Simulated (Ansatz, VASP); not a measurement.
**SiC (Moissanite 3C): VASP beside Ansatz**

Aim: how closely do two programs agree when they are given the same cell, functional and k mesh?

Program: Ansatz 0.2.0. Level of theory: plane waves, with VASP 6.6.1 beside it; single point at PBE0. Results are calculated unless marked as measured.

## Step 1: Starting point

It takes space group F-43m (No. 216, cubic). Conventional cell: a = 4.358 Å, b = 4.358 Å, c = 4.358 Å, α = 90.00°, β = 90.00°, γ = 90.00°. Nearest to Si lie 4 C at 1.89 Å. Nearest to C lie 4 Si at 1.89 Å. Farther neighbours are not listed.

## Step 2: Ansatz: single point, PBE0

Ansatz runs on its default PAW (the set named soft_2) files.

With cell and atoms fixed, the geometry can't cause a difference; cores, projectors, grids and the points listed under the comparison can.

Contents of input.yaml:

```yaml
crystal:
  lattice:
    - [0.0, 2.179, 2.179]
    - [2.179, 0.0, 2.179]
    - [2.179, 2.179, 0.0]
  atoms:
    - { symbol: Si, position: [0.0, 0.0, 0.0] }
    - { symbol: C, position: [0.75, 0.75, 0.75] }
hamiltonian:
  xc: pbe0
  pseudopotentials: { kind: paw }
kpoints:
  mp_grid: { grid: [6, 6, 6] }
scf:
  occupations: { method: gaussian, width: 0.01 }
  n_extra_bands: 4
output:
  forces: true
  stress: true
  eigenvalues: true
```

Started as:

```console
ansatz run input.yaml --threads 4 --pin off --max-ram 9216MiB --backend cpu --events-out ev --progress --plain --runs-dir out
```

Numbers of over 12 decimals in the logs are rounded to 6 here.

Log:

```text
Warning: output.stress: scf.convergence.dr2_threshold = 1e-7 eV (the SCF's general default) is looser than the 2e-10 eV advised for a printed stress (1e-10 eV for each atom of the cell: 2). What an SCF threshold leaves in a stress goes as its square root, and in the free energy as the threshold itself, and one threshold admits the most on a small cell: [figures from the program's tests cut] Set scf.convergence.dr2_threshold to 2e-10 eV or tighter. The threshold is an SCF's pass mark: one that does not reach it within its budget of iterations ends unconverged, or closes short of it on a stop that the run arms, and scf.convergence.dr2_threshold's page says what that costs each kind of run
Warning: output.stress: scf.exx.energy_threshold = 1e-6 eV is looser than the 2e-8 eV advised for a stress under a hybrid functional (1e-8 eV for each atom of the cell: 2). Every SCF of the exchange loop can meet its threshold on dr2 while the loop round them stops early: no threshold on dr2 bounds what that leaves in the stress. Set scf.exx.energy_threshold to 2e-8 eV or tighter. The threshold is the loop's pass mark: a loop that does not reach it within its budget of cycles ends unconverged, and scf.exx.energy_threshold's page has the law
scf.n_extra_bands = 4 over 4 filled bands (N_el = 8.0): the run solves 8 bands
Engine: ansatz 0.2.0, aarch64-unknown-linux-gnu
Pseudopotentials: kind: paw
Pseudopotential: Si, paw, valence charge 4, recommended cutoff 420 eV (normal), Si.paw.azcp
Pseudopotential: C, paw, valence charge 4, recommended cutoff 420 eV (normal), C.paw.azcp
Functional definition: PBE0
  parameter a = 0.25
  parameter kappa = 0.804
  parameter beta = 0.066725
  exchange = (1 - a)*pbe_x(kappa = kappa, mu = beta*pi^2/3) + a*exact_x
  correlation = pbe_c(beta = beta)
Crystal: 2 atoms, lattice volume = 20.692 Å³
Basis set: ecut = 420 eV, 411 PW (Γ), exchange–correlation on 48×48×48 points (8 copies of the dense FFT grid, shifted against one another)
Bands: 8, of which v1, the nominal top of the filled ones, is band 4 counted from 1 (3 counted from 0)
Symmetry: 24 space group operations
Space group: F-43m (ITA 216), of the structure as read, at distance tolerance 2.7e-5 Å
k-points: 16 of 216 (time reversal used)
Non-local potential: Si, projectors of the file, l = 0: 2, l = 1: 2, l = 2: 2
Non-local potential: C, projectors of the file, l = 0: 2, l = 1: 2, l = 2: 1
PAW form: soft (Blöchl's): semilocal exchange-correlation on the pseudo side does not see the compensation charge
PAW frozen core: Si, regenerated for the run's functional, and the local potential with it (the file was generated under x = pbe(κ = 0.804, μ = 0.219515), c = pbe(β = 0.066725))
PAW frozen core: C, regenerated for the run's functional, and the local potential with it (the file was generated under x = pbe(κ = 0.804, μ = 0.219515), c = pbe(β = 0.066725))
PAW one-centre angular grid: Si, 110 points (default); XC on 64 Gauss nodes
PAW one-centre angular grid: C, 110 points (default); XC on 64 Gauss nodes
Initial density: superposition of atomic densities (neutral atoms: chi_scale 0, normalization atom), corrected by the library's trained network
Initial wavefunctions: pseudopotential atomic-orbital guess
Functional: x = pbe(κ = 0.804, μ = 0.219515), c = pbe(β = 0.066725), warm-up for x = 0.75 pbe(κ = 0.804, μ = 0.219515) + 0.25 exact, c = pbe(β = 0.066725)
SCF iter   1: F=—  HF=-887.142665 eV  |F-HF|=—  |Δ(HF+E_count)|=         —  Δρ=1.50e-3  dr2=3.54e-4  ethr=1.77e-3  ⟨swp⟩=6.2  Hψ=608  notcnv=0
preconditioner: auto → none  [insulator: Δε(μ)=1.335 eV  Ē_g=14.042 eV  σ=0.010 eV  W_gap=1.00  n_scr=0 (ndim 8)  ℏωp=23.1 eV  f_vac=0.000  D(μ)=0.00/eV (n_scr^D=0)]
iter 2 solved again at ethr=2.75e-7 eV; its pass at ethr=4.42e-6 eV (dr2=2.20e-5 eV) is discarded
SCF iter   2: F=-887.142777 eV  HF=-887.142734 eV  |F-HF|=4.29e-5  |Δ(HF+E_count)|=   6.92e-5  Δρ=5.68e-4  dr2=2.25e-5  ethr=2.75e-7  ⟨swp⟩=2.0  Hψ=575  notcnv=0
SCF 1 stopped early in 2 iterations: F = -887.142777 eV  dr2 = 2.25e-5
  greatest PAW one-centre occupation: 0.645 electrons in one spin orbital (limit 2), on the C atom at site 1 (counted from 0), in its partial waves of l = 0
Initial density: handed on by an earlier stage of this run
Initial wavefunctions: those handed on with the density
Functional: x = 0.75 pbe(κ = 0.804, μ = 0.219515) + 0.25 exact, c = pbe(β = 0.066725)
Frozen-core exchange: fock
SCF iter   1: F=—  HF=-888.013215 eV  |F-HF|=—  |Δ(HF+E_count)|=         —  Δρ=5.45e-3  dr2=3.75e-3  ethr=2.82e-6  ⟨swp⟩=6.3  Hψ=637  notcnv=0
preconditioner: auto → none  [insulator: Δε(μ)=2.910 eV  Ē_g=16.785 eV  σ=0.010 eV  W_gap=1.00  n_scr=0 (ndim 8)  ℏωp=23.1 eV  f_vac=0.000  D(μ)=0.00/eV (n_scr^D=0)]
SCF iter   2: F=—  HF=-888.011778 eV  |F-HF|=—  |Δ(HF+E_count)|=   1.44e-3  Δρ=2.54e-3  dr2=1.07e-3  ethr=2.82e-6  ⟨swp⟩=3.0  Hψ=341  notcnv=0
SCF iter   3: F=—  HF=-888.014773 eV  |F-HF|=—  |Δ(HF+E_count)|=   2.99e-3  Δρ=8.14e-4  dr2=1.66e-4  ethr=2.82e-6  ⟨swp⟩=3.3  Hψ=358  notcnv=0
SCF iter   4: F=—  HF=-888.014728 eV  |F-HF|=—  |Δ(HF+E_count)|=   4.56e-5  Δρ=2.62e-4  dr2=2.17e-5  ethr=1.80e-6  ⟨swp⟩=3.0  Hψ=273  notcnv=0
SCF iter   5: F=-888.014770 eV  HF=-888.014771 eV  |F-HF|=1.27e-6  |Δ(HF+E_count)|=   4.38e-5  Δρ=1.26e-4  dr2=3.22e-6  ethr=1.80e-7  ⟨swp⟩=3.1  Hψ=238  notcnv=0
SCF 2 stopped early in 5 iterations: F = -888.014770 eV  dr2 = 3.22e-6
hybrid outer 1: dexx = +3.577e-3 eV, tail = 9.27e-6 eV
Frozen-core exchange: fock
SCF iter   1: F=—  HF=-888.014765 eV  |F-HF|=—  |Δ(HF+E_count)|=         —  Δρ=5.07e-5  dr2=5.92e-7  ethr=5.80e-7  ⟨swp⟩=3.0  Hψ=289  notcnv=0
preconditioner: auto → none  [insulator: Δε(μ)=2.954 eV  Ē_g=16.790 eV  σ=0.010 eV  W_gap=1.00  n_scr=0 (ndim 8)  ℏωp=23.1 eV  f_vac=0.000  D(μ)=0.00/eV (n_scr^D=0)]
SCF iter   2: F=—  HF=-888.014765 eV  |F-HF|=—  |Δ(HF+E_count)|=   1.73e-7  Δρ=9.64e-6  dr2=1.81e-8  ethr=7.29e-9  ⟨swp⟩=2.8  Hψ=212  notcnv=0
SCF iter   3: F=-888.014765 eV  HF=-888.014765 eV  |F-HF|=4.13e-10  |Δ(HF+E_count)|=   1.40e-9  Δρ=3.11e-6  dr2=8.19e-9  ethr=1.45e-10  ⟨swp⟩=3.2  Hψ=274  notcnv=0
SCF 3 converged in 3 iterations: F = -888.014765 eV  dr2 = 8.19e-9
  Residual-converged pass: ⟨swp⟩=2.9  Hψ=227  notcnv=0  max |occ|·‖R‖ = 2.2e-6 eV (tolerance 2.4e-6 eV)  dr2=8.24e-9  dr2_onsite=3.64e-11  max |Δocc| = 0.0e0
hybrid outer 2: dexx = +4.752e-8 eV, tail = 1.75e-8 eV, Δε = 1.96e-3 eV (about 1.56e-4 eV left of the loop's levels)
hybrid SCF converged: 2 outer / 8 inner (+2 warm-up), last move |dexx| = 4.75e-8 eV, tail = 1.75e-8 eV
Stability not checked: this state was not tested for a lower state beside it, because the functional holds exact exchange (a hybrid, or Hartree-Fock), whose exchange loop this test does not read (fock_operator; see scf.lower_state_search)
Free energy (F): -888.014765 eV
Frozen-core exchange: fock
Harris-Foulkes:  -888.014765 eV  (|F-HF|=4.13e-10)
Internal energy: -888.014765 eV  (E = F + TS)
E sigma→0 (E₀):  -888.014765 eV
Fermi energy:    9.975530 eV
--- Per-component energies (eV) ---
  E_band       = 15.874553
  E_kinetic    = 135.780115
  E_local      = -103.391772  (includes V_loc(G=0)·N_el)
  E_nonlocal   = 50.556135
  E_hartree    = 32.187090
  E_xc         = -81.853406
  E_vxc        = -85.047264  (∫ρ·V_xc dr)
  E_exx        = -18.495068  (= α·E_x^exact, valence–valence)
  E_paw        = -617.940282  (= ΣΔE_a)
  E_vpaw       = -9.406812  (= ΣTr[D̂ρ^β])
  E_aug_tail   = 0.000011  (compensation charges beyond the density's cutoff)
  E_ewald      = -284.783780
  E_core_change = -0.073806  (= ΣΔE_core)
  E_smearing   = -0.000000  (= −TS)
  E_closure    = -0.000000  (closes the sum)
  Σ components = -888.014765   (vs F -888.014765, Δ=0.00e0)
--- Forces (eV/Å), atoms counted from 1 ---
  atom   1  Si    -0.00000000     0.00000000     0.00000000
  atom   2  C      0.00000000     0.00000000    -0.00000000
  max |Σ_I F_I| component: 1.11e-16 eV/Å
--- Stress (GPa, compression-positive) ---
       -1.550602       0.000000      -0.000000
       -0.000000      -1.550602       0.000000
       -0.000000       0.000000      -1.550602
  P = ⅓ Tr σ = -1.5506 GPa (-15.506 kbar)
--- Band table (eV; the first three rows and the last of 16) ---
  k-point 0: bands = ["-8.5326", "8.4990", "8.4990", "8.4990", "16.7636", "17.8435", "17.8435", "17.8435"]
  k-point 1: bands = ["-7.9464", "5.8961", "8.1395", "8.1395", "16.8361", "18.4144", "18.4144", "19.0376"]
  k-point 2: bands = ["-6.2895", "1.6772", "7.5705", "7.5705", "16.1352", "18.1891", "18.1891", "20.7191"]
  k-point 15: bands = ["-2.9380", "0.4803", "3.5537", "3.7423", "14.2668", "17.5787", "21.6792", "23.1233"]
```

The job ended after 3.7 s (4 threads of Arm Neoverse V1, shared host; peak memory 0.57 GiB).

The run ends at a pressure of -1.55 GPa.

## Step 3: VASP: single point, PBE0

The same cell, functional, mesh and smearing now go to VASP, with its own data sets and cutoff.

Lines of VASP's logs that name or quote its potential files are left out, and so is its time.

The run reads the wave functions of an earlier VASP run, which isn't shown here.

Contents of INCAR:

```
SYSTEM = SiC
PREC = Accurate
ENCUT = 420
EDIFF = 1E-08
NELM = 100
ISMEAR = 0
SIGMA = 0.01
LREAL = .FALSE.
ALGO = Normal
LHFCALC = .TRUE.
AEXX = 0.25
GGA = PE
LASPH = .TRUE.
NBANDS = 10
PRECFOCK = Fast
LORBIT = 11
LWAVE = .TRUE.
LCHARG = .FALSE.
KPAR = 4
```

Contents of POSCAR:

```
SiC
1.0
    0.0000000000      2.1790000000      2.1790000000
    2.1790000000      0.0000000000      2.1790000000
    2.1790000000      2.1790000000      0.0000000000
Si C
1 1
Direct
    0.0000000000      0.0000000000      0.0000000000
    0.7500000000      0.7500000000      0.7500000000
```

Contents of KPOINTS:

```
Automatic mesh
0
Gamma
6 6 6
0 0 0
```

Potentials, in the order of the species: Si and C (PBE family, release 64).

Started as:

```console
mpirun -np 4 vasp_std
```

Log:

```text
[banner, memory and clock lines left out]
running    4 mpi-ranks, on    1 nodes
 distrk:  each k-point on    1 cores,    4 groups
 distr:  one band on    1 cores,    1 groups

 POSCAR found type information on POSCAR SiC
 POSCAR found :  2 types and       2 ions
 LDA part: xc-table for (Slater+PW92), standard interpolation
 found WAVECAR, reading the header
 POSCAR, INCAR and KPOINTS ok, starting setup
 FFT: planning ... GRIDC
 FFT: planning ... GRID_SOFT
 FFT: planning ... GRID
 reading WAVECAR
 the WAVECAR file was read successfully
 initial charge from wavefunction
 entering main loop
       N       E                     dE             d eps       ncg     rms          rms(c)
DAV:   1    -0.184815627145E+02   -0.18482E+02   -0.78896E-01   320   0.642E+00    0.371E+00
DAV:   2    -0.184853429210E+02   -0.37802E-02   -0.12338E-02   384   0.828E-01    0.244E+00
DAV:   3    -0.184836882400E+02    0.16547E-02   -0.16784E-03   382   0.224E-01    0.142E+00
DAV:   4    -0.184832586147E+02    0.42963E-03   -0.48689E-04   338   0.114E-01    0.793E-01
DAV:   5    -0.184831140265E+02    0.14459E-03   -0.61082E-05   324   0.486E-02    0.443E-01
DAV:   6    -0.184830612702E+02    0.52756E-04   -0.18444E-05   330   0.346E-02    0.250E-01
DAV:   7    -0.184830445491E+02    0.16721E-04   -0.67327E-06   354   0.210E-02    0.142E-01
DAV:   8    -0.184830392467E+02    0.53024E-05   -0.17817E-06   336   0.111E-02    0.802E-02
DAV:   9    -0.184830375889E+02    0.16579E-05   -0.59924E-07   344   0.617E-03    0.452E-02
DAV:  10    -0.184830371279E+02    0.46100E-06   -0.22192E-07   338   0.370E-03    0.255E-02
DAV:  11    -0.184830370322E+02    0.95714E-07   -0.74858E-08   346   0.220E-03    0.144E-02
DAV:  12    -0.184830370345E+02   -0.23662E-08   -0.24899E-08   316   0.130E-03
   1 F= -.18483037E+02 E0= -.18483037E+02  d E =-.145823E-18
 writing wavefunctions
```

From OUTCAR (step 3):

```text
ion  position               nearest neighbor table
   1  0.000  0.000  0.000-   2 1.89   2 1.89   2 1.89   2 1.89
   2  0.750  0.750  0.750-   1 1.89   1 1.89   1 1.89   1 1.89

  LATTYP: Found a face centered cubic cell.
 ALAT       =     4.3580000000

 Subroutine GETGRP returns: Found 24 space group operations
 (whereof 24 operations were pure point group operations)

The static configuration has the point symmetry T_d .

 Found     16 irreducible k-points:

   k-points           NKPTS =     16   k-points in BZ     NKDIM =    216   number of bands    NBANDS=     10

   dimension x,y,z NGX =    24 NGY =   24 NGZ =   24
   dimension x,y,z NGXF=    48 NGYF=   48 NGZF=   48

   ENCUT  =  420.0 eV  30.87 Ry    5.56 a.u.   5.15  5.15  5.15*2*pi/ulx,y,z

   NELECT =       8.0000    total number of electrons

 k-points in reciprocal lattice and weights: Automatic mesh
   0.00000000  0.00000000  0.00000000       0.005
   0.16666667  0.00000000  0.00000000       0.037
   0.33333333  0.00000000  0.00000000       0.037
   0.50000000  0.00000000  0.00000000       0.019
   0.16666667  0.16666667  0.00000000       0.028
   0.33333333  0.16666667  0.00000000       0.111
   0.50000000  0.16666667  0.00000000       0.111
  -0.33333333  0.16666667  0.00000000       0.111
  -0.16666667  0.16666667  0.00000000       0.056
[...]
-0.33333333  0.33333333  0.16666667       0.111
  -0.33333333  0.50000000  0.16666667       0.056

  exchange ACFDT corr.  =         0.00000000  see jH, gK, PRB 81, 115126

 average (electrostatic) potential at core
       1 -76.2884       2 -40.5290

 E-fermi :   7.1653

 k-point     1 :       0.0000    0.0000    0.0000
  band No.  band energies     occupation
      1      -9.9275      2.00000
      2       7.1070      2.00000
      3       7.1070      2.00000
      4       7.1070      2.00000
      5      15.4075      0.00000
      6      16.4566      0.00000
      7      16.4566      0.00000
      8      16.4567      0.00000
      9      23.9776      0.00000
    ...

 k-point     2 :       0.1667    0.0000    0.0000
  band No.  band energies     occupation
      1      -9.3411      2.00000
      2       4.5072      2.00000
      3       6.7472      2.00000
      4       6.7472      2.00000
      5      15.4660      0.00000
      6      17.0300      0.00000
      7      17.0300      0.00000
      8      17.6714      0.00000
      9      22.3288      0.00000
    ...

 k-point     3 :       0.3333    0.0000    0.0000
  band No.  band energies     occupation
      1      -7.6834      2.00000
      2       0.2878      2.00000
      3       6.1767      2.00000
      4       6.1767      2.00000
      5      14.7674      0.00000
      6      16.8137      0.00000
      7      16.8137      0.00000
      8      19.3580      0.00000
      9      23.7752      0.00000
    ...

  energy-cutoff  :      420.00
  volume of cell :       20.69
      direct lattice vectors                 reciprocal lattice vectors
     0.000000000  2.179000000  2.179000000    -0.229463056  0.229463056  0.229463056
     2.179000000  0.000000000  2.179000000     0.229463056 -0.229463056  0.229463056
     2.179000000  2.179000000  0.000000000     0.229463056  0.229463056 -0.229463056

 POSITION                                       TOTAL-FORCE (eV/Angst)
 -----------------------------------------------------------------------------------
      0.00000      0.00000      0.00000        -0.000000     -0.000000     -0.000000
      3.26850      3.26850      3.26850         0.000000      0.000000      0.000000
 -----------------------------------------------------------------------------------
    total drift:                               -0.000013      0.000003     -0.000004

  FREE ENERGIE OF THE ION-ELECTRON SYSTEM (eV)
  ---------------------------------------------------
  free  energy   TOTEN  =       -18.4830370345 eV

  energy  without entropy=      -18.4830370345  energy(sigma->0) =      -18.48303703

 total charge
# of ion       s       p       d       tot
------------------------------------------
    1        0.717   0.986   0.000   1.703
    2        0.839   1.715   0.000   2.555
--------------------------------------------------
tot          1.556   2.702   0.000   4.258

[... 3 further parts left out ...]
```

## Step 4: Comparison

Known differences besides the potentials themselves: exact exchange at q = 0 is treated differently, which shows on coarse meshes; VASP keeps PBE cores, Ansatz makes them for the functional; VASP takes a coarser grid for exact exchange (PRECFOCK = Fast). Total energies have different zeros and are not compared.

The two programs side by side:

| quantity | Ansatz | VASP | difference |
| --- | --- | --- | --- |
| gap on the k mesh (eV) | 2.953 | 2.981 | -0.028 |

A gap on the mesh is an upper bound, since the band edges may lie between its points.

## Step 5: Results

```json
{
 "difference in gap on the k mesh (single point, PBE0)": "-0.028 eV"
}
```

**Reading.** The difference in gap on the k mesh is -0.028 eV (single point, PBE0), within the 0.08 eV picked in this series as the mark of a large difference. How closely two codes agree says nothing of how well the functional describes the real material.

[Lines on the potential files, build, host, timing and source positions are cut from VASP's logs without a mark.]

[Logs are printed without paths, hosts, clocks, repeated set-up lines and the standing remarks that a program may print on its own settings, such as how far it seeks lower states.]

[Hosts, paths, dates, database ids (printed as entryN), source tags and the programs' standing remarks are cut or masked in the printed files.]
